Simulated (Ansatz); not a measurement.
The system is KBr.

```
CELL_PARAMETERS angstrom
0.00000 3.30000 3.30000
3.30000 0.00000 3.30000
3.30000 3.30000 0.00000
ATOMIC_POSITIONS crystal
Br 0.50000 0.50000 0.50000
K 0.00000 0.00000 0.00000
```

Base run:

| Item | Value |
| --- | --- |
| Program | Ansatz 0.2.0 |
| Functional | HSE(alpha, omega) |
| Potentials or basis | all-electron PAW datasets made for the crystal |
| Cutoff | 220 eV |
| Density cutoff | 880 eV |
| k mesh | 4 × 4 × 4 |
| Occupations | fermi-dirac, width 0.05 eV |
| Spin | no spin polarisation |

Its results: band gap on the k mesh 5.63 eV, direct.

Question: After a change of settings the same cell gave: band gap on the k mesh 5.78 eV, direct. Which change was it?
A. screening of exact exchange from 0.2 1/A to 0.3 1/A
B. screening of exact exchange from 0.2 1/A to 0.1 1/A
C. functional from HSE(alpha, omega) to PBE0; k mesh from 4 × 4 × 4 to 6 × 6 × 6
D. screening of exact exchange from 0.2 1/A to 0.15 1/A

Answer: D.

Not every run made on this cell is shown here.
